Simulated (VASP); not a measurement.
# TaN (P-6m2) in VASP: further runs

Runs on TaN. Level: LDA+U. Tasks: single point.

All numbers are computed with VASP 6.6.1; they aren't measurements. Logs are shortened: lines on timing, memory, paths and dates and some standing lists are left out, and cuts for length are marked.

### Step 1. The crystal as given

Symmetry: P-6m2, No. 187, hexagonal system. The conventional cell has a = 2.938 Å, b = 2.938 Å, c = 2.883 Å, α = 90.00°, β = 90.00°, γ = 120.00°. Around Ta (site symmetry -6m2) lie 6 N at 2.23 Å. N (site symmetry -6m2) is surrounded by 6 Ta at 2.23 Å.

### Step 2. Single point, LDA+U, collinear spin, typed start

File INCAR:

```
SYSTEM = TaN
PREC = Accurate ; ENCUT = 520
EDIFF = 1E-7 ; ISMEAR = 0
SIGMA = 0.05 ; LREAL = .False.
LASPH = .True. ; NELM = 150
ALGO = Normal ; ISIF = 2
LWAVE = .False. ; LCHARG = .False.
ISPIN = 2 ; MAGMOM = 2 0
LORBIT = 11 ; LMAXMIX = 4
LDAU = .True. ; LDAUTYPE = 1
LDAUL = 2 -1 ; LDAUU = 2 0
LDAUJ = 0.9 0 ; LDAUPRINT = 1
NBANDS = 19
```

File KPOINTS:

```
Automatic mesh
0
Gamma
  7 7 7
  0 0 0
```

File POSCAR:

```
TaN
1.0
    2.9380011100      0.0000000000      0.0000000000
   -1.4690005500      2.5443836000      0.0000000000
    0.0000000000      0.0000000000      2.8830022100
Ta N
1 1
Direct
    0.3333333333      0.6666666667      0.5000000000
    0.0000000000      0.0000000000      0.0000000000
```

Potentials or basis: VASP PAW LDA potentials, release 64 (Ta_pv, N).

On the command line:

```bash
$ cat potpaw_LDA.64/Ta_pv/POTCAR potpaw_LDA.64/N/POTCAR > POTCAR
$ mpirun -np 1 vasp_std > vasp.out
```

OUTCAR:

```text
SYSTEM = TaN
   PREC = Accurate
   ENCUT = 520
   EDIFF = 1E-7
   ISMEAR = 0
   LREAL = .False.
   LASPH = .True.
   NELM = 150
   ISIF = 2
   ISPIN = 2
   LORBIT = 11

 ion  position               nearest neighbor table
   1  0.333  0.667  0.500-   2 2.23   2 2.23   2 2.23   2 2.23   2 2.23   2 2.23
   2  0.000  0.000  0.000-   1 2.23   1 2.23   1 2.23   1 2.23   1 2.23   1 2.23

  LATTYP: Found a hexagonal cell.
 ALAT       =     2.9380011100
 C/A-ratio  =     0.9812801636

  Lattice vectors:

 A1 = (   2.9380011100,   0.0000000000,   0.0000000000)
 A2 = (  -1.4690005500,   2.5443836000,   0.0000000000)
 A3 = (   0.0000000000,   0.0000000000,   2.8830022100)

Analysis of symmetry for initial positions (statically):
=====================================================================
 Subroutine PRICEL returns:
 Original cell was already a primitive cell.

 Routine SETGRP: Setting up the symmetry group for a
 hexagonal supercell.

 Subroutine GETGRP returns: Found 12 space group operations
 (whereof 12 operations were pure point group operations)
 out of a pool of 24 trial point group operations.

The static configuration has the point symmetry D_3h.

Analysis of symmetry for dynamics (positions and initial velocities):
=====================================================================
 Subroutine PRICEL returns:
 Original cell was already a primitive cell.

 Routine SETGRP: Setting up the symmetry group for a
 hexagonal supercell.

 Subroutine GETGRP returns: Found 12 space group operations
 (whereof 12 operations were pure point group operations)
 out of a pool of 24 trial point group operations.

The dynamic configuration has the point symmetry D_3h.

Analysis of structural, dynamic, and magnetic symmetry:
=====================================================================
 Subroutine PRICEL returns:
 Original cell was already a primitive cell.

 Routine SETGRP: Setting up the symmetry group for a
 hexagonal supercell.
[... 174 lines left out ...]
  o =  0.1939  v =  0.0000  0.0000  0.0000  0.0000  0.0000  0.0000  0.5330 -0.0000 -0.8461 -0.0000      0.0000  0.0000  0.0000  0.0000  0.0000  0.0000  0.0000  0.0000  0.0000  0.0000
  o =  0.1939  v =  0.0000  0.0000  0.0000  0.0000  0.0000 -0.0000 -0.8461 -0.0000 -0.5330  0.0000      0.0000  0.0000  0.0000  0.0000  0.0000  0.0000  0.0000  0.0000  0.0000  0.0000
  o =  0.2685  v =  0.0000  0.0000  0.0000  0.0000  0.0000  0.9780  0.0000  0.0000  0.0000  0.2087      0.0000  0.0000  0.0000  0.0000  0.0000  0.0000  0.0000  0.0000  0.0000  0.0000
  o =  0.2685  v =  0.0000  0.0000  0.0000  0.0000  0.0000 -0.2087  0.0000 -0.0000  0.0000  0.9780      0.0000  0.0000  0.0000  0.0000  0.0000  0.0000  0.0000  0.0000  0.0000  0.0000
  o =  0.2685  v =  0.9780  0.0000  0.0000 -0.0000  0.2085  0.0000  0.0000  0.0000  0.0000  0.0000      0.0000  0.0000  0.0000  0.0000  0.0000  0.0000  0.0000  0.0000  0.0000  0.0000
  o =  0.2685  v = -0.2085  0.0000 -0.0000 -0.0000  0.9780  0.0000  0.0000  0.0000  0.0000  0.0000      0.0000  0.0000  0.0000  0.0000  0.0000  0.0000  0.0000  0.0000  0.0000  0.0000
  o =  0.3105  v =  0.0000  0.0000  0.0000  0.0000  0.0000 -0.0000  0.0000  1.0000 -0.0000  0.0000      0.0000  0.0000  0.0000  0.0000  0.0000  0.0000  0.0000  0.0000  0.0000  0.0000
  o =  0.3105  v = -0.0000 -0.0000  1.0000 -0.0000  0.0000  0.0000  0.0000  0.0000  0.0000  0.0000      0.0000  0.0000  0.0000  0.0000  0.0000  0.0000  0.0000  0.0000  0.0000  0.0000

 number of electron      16.0000001 magnetization      -0.0000043

 Free energy of the ion-electron system (eV)
  ---------------------------------------------------
  ext. energy  EPLUGINS =         0.00000000
  ---------------------------------------------------
  free energy    TOTEN  =       -23.67902998 eV

  energy without entropy =      -23.67902461  energy(sigma->0) =      -23.67902729

 E-fermi :   8.3301     XC(G=0): -13.5854

 val. band max:        8.2208165280   @ k =   0.0000   0.0000   0.4286
 cond. band min:       8.4319166114   @ k =   0.0000   0.0000   0.2857
 fundamental gap:      0.2111000834
 Fermi energy:         8.3301135087

 spin component 1

 k-point     1 :       0.0000    0.0000    0.0000
  band No.  band energies     occupation
      1     -26.6137      1.00000
      2     -26.3487      1.00000
      3     -26.3487      1.00000
      4      -9.3783      1.00000
      5       3.6877      1.00000
      6       3.6877      1.00000
[... 1049 lines left out ...]
     18      26.3999      0.00000
     19      31.3088      0.00000

 [... further k-points ...]

------------------------ aborting loop because EDIFF is reached ----------------------------------------

  FORCE on cell =-STRESS in cart. coord.  units (eV):
  Direction    XX          YY          ZZ          XY          YZ          ZX
  --------------------------------------------------------------------------------------
  -------------------------------------------------------------------------------------
  Total       -0.7678855     -0.7678855     -1.0499229     -0.0000000      0.0000000      0.0000000
  in kB      -57.0857256    -57.0857257    -78.0527958     -0.0000001      0.0000000      0.0000000
  external PRESSURE =     -64.0747490 kB  Pullay stress =       0.0000000 kB

 VOLUME and BASIS-vectors are now :
 -----------------------------------------------------------------------------
  energy-cutoff  :      520.00
  volume of cell :       21.55
      direct lattice vectors                 reciprocal lattice vectors
     2.938001110  0.000000000  0.000000000     0.340367468  0.196511249  0.000000000
    -1.469000550  2.544383600  0.000000000     0.000000000  0.393022499  0.000000000
     0.000000000  0.000000000  2.883002210     0.000000000  0.000000000  0.346860643

 POSITION                                       TOTAL-FORCE (eV/Angst)
 -----------------------------------------------------------------------------------
      0.00000      1.69626      1.44150         0.000000      0.000000      0.000000
      0.00000      0.00000      0.00000        -0.000000     -0.000000      0.000000
 -----------------------------------------------------------------------------------
    total drift:                               -0.000000      0.000000     -0.000000

  FREE ENERGIE OF THE ION-ELECTRON SYSTEM (eV)
  ---------------------------------------------------
  free  energy   TOTEN  =       -23.6790299760 eV

  energy  without entropy=      -23.6790246056  energy(sigma->0) =      -23.67902729

 total charge

# of ion       s       p       d       tot
------------------------------------------
    1        0.308   6.269   2.419   8.996
    2        1.214   2.483   0.000   3.698
--------------------------------------------------
tot          1.522   8.753   2.419  12.693

 magnetization (x)

# of ion       s       p       d       tot
------------------------------------------
    1       -0.000  -0.000  -0.000  -0.000
    2        0.000   0.000   0.000   0.000
--------------------------------------------------
tot          0.000   0.000  -0.000   0.000
```

OSZICAR:

```text
N       E                     dE             d eps       ncg     rms          rms(c)
DAV:   1     0.992820413995E+02    0.99282E+02   -0.83189E+03  2432   0.888E+02
DAV:   2    -0.226627304460E+02   -0.12194E+03   -0.11482E+03  2757   0.266E+02
DAV:   3    -0.259296096380E+02   -0.32669E+01   -0.32294E+01  2980   0.390E+01
DAV:   4    -0.259388399322E+02   -0.92303E-02   -0.92280E-02  2649   0.226E+00
DAV:   5    -0.259388616848E+02   -0.21753E-04   -0.21752E-04  2651   0.109E-01    0.245E+01
DAV:   6    -0.238351526375E+02    0.21037E+01   -0.24695E+00  2559   0.189E+01    0.103E+01
DAV:   7    -0.237286911475E+02    0.10646E+00   -0.30467E-01  2495   0.428E+00    0.691E+00
DAV:   8    -0.237048916269E+02    0.23800E-01   -0.98626E-02  2570   0.251E+00    0.155E+00
DAV:   9    -0.236801119119E+02    0.24780E-01   -0.29705E-03  2591   0.464E-01    0.325E-01
DAV:  10    -0.236793622798E+02    0.74963E-03   -0.12531E-03  2588   0.282E-01    0.180E-01
DAV:  11    -0.236794936036E+02   -0.13132E-03   -0.18134E-04  2546   0.138E-01    0.117E-01
DAV:  12    -0.236790340943E+02    0.45951E-03   -0.24577E-05  2588   0.586E-02    0.170E-02
DAV:  13    -0.236790304386E+02    0.36558E-05   -0.18471E-06  2666   0.129E-02    0.123E-02
DAV:  14    -0.236790301081E+02    0.33051E-06   -0.31235E-07  2534   0.521E-03    0.174E-03
DAV:  15    -0.236790299806E+02    0.12751E-06   -0.24058E-08  1291   0.176E-03    0.563E-04
DAV:  16    -0.236790299760E+02    0.45550E-08   -0.21569E-09  1270   0.410E-04
   1 F= -.23679030E+02 E0= -.23679027E+02  d E =-.537037E-05  mag=     0.0000
```

stdout:

```text
POSCAR found type information on POSCAR TaN
 POSCAR found :  2 types and       2 ions
 scaLAPACK will be used
 LDA part: xc-table for (Slater(with rela. corr.)+CA(PZ))
 , standard interpolation
 POSCAR, INCAR and KPOINTS ok, starting setup
 FFT: planning ... GRIDC
 FFT: planning ... GRID_SOFT
 FFT: planning ... GRID
 WAVECAR not read
 entering main loop
```

It took 13 s on 1 thread of Intel Xeon Platinum 8488C (Sapphire Rapids), shared host; peak memory 0.15 GiB.

Results:

| Quantity | Value |
| --- | --- |
| Free energy | -23.6790 eV |
| Pressure | -6.4 GPa |
| Band gap on the k mesh | none (metal or under the smearing width) |
| Net moment | 0.00 μB per cell |
| Valence electrons inside the program's atomic spheres | Ta 9.00; N 3.70 |

Eigenvalues of the final occupation matrices:
| site | spin | trace | eigenvalues |
| --- | --- | --- | --- |
| site 1 d | 1 | 1.24 | 0.19 0.19 0.27 0.27 0.31 |
| site 1 d | 2 | 1.24 | 0.19 0.19 0.27 0.27 0.31 |

Spin-orbit coupling is left out, which matters for the levels of Ta. The state reached can hang on the start; a lower one may exist.

### Step 3. Single point, LDA+U, collinear spin, typed start

File INCAR:

```
ALGO = Fast ; EDIFF = 1E-6
ENCUT = 520 ; GGA = CA
ISIF = 2 ; ISMEAR = 0
ISPIN = 2 ; LASPH = True
LCHARG = False ; LDAU = True
LDAUJ = 0.9 0 ; LDAUL = 2 -1
LDAUPRINT = 1 ; LDAUTYPE = 1
LDAUU = 2 0 ; LMAXMIX = 4
LORBIT = 11 ; LREAL = False
LWAVE = False ; MAGMOM = 1 0
NBANDS = 19 ; NELM = 150
NUPDOWN = 1.0 ; PREC = Accurate
SIGMA = 0.05
```

File KPOINTS:

```
k-points
0
Gamma
  7 7 7
```

POSCAR is that of step 2.

Potentials or basis: VASP PAW LDA potentials, release 64 (Ta_pv, N).

On the command line:

```bash
$ cat potpaw_LDA.64/Ta_pv/POTCAR potpaw_LDA.64/N/POTCAR > POTCAR
$ mpirun -np 1 vasp_std > vasp.out
```

It took 12 s on 1 thread of Intel Xeon Platinum 8488C (Sapphire Rapids), shared host; peak memory 0.14 GiB.

Results (log left out):

```
Free energy                                           : -22.5844 eV
Pressure                                              : 1.1 GPa
Net moment                                            : 1.00 μB per cell
Site moments                                          : Ta +0.69; N +0.05 μB
Valence electrons inside the program's atomic spheres : Ta 9.03; N 3.70
```

Stress tensor (GPa, compression positive):
```
 3.14  0.00  0.00
 0.00  3.14  0.00
 0.00  0.00 -3.01
```

Eigenvalues of the final occupation matrices:
```tsv
site	spin	trace	eigenvalues
site 1 d	1	1.59	0.24 0.24 0.35 0.37 0.37
site 1 d	2	0.95	0.17 0.17 0.18 0.18 0.25
```

Caveat: the total moment is fixed, so each spin has its own Fermi level. The state reached can hang on the start; a lower one may exist.
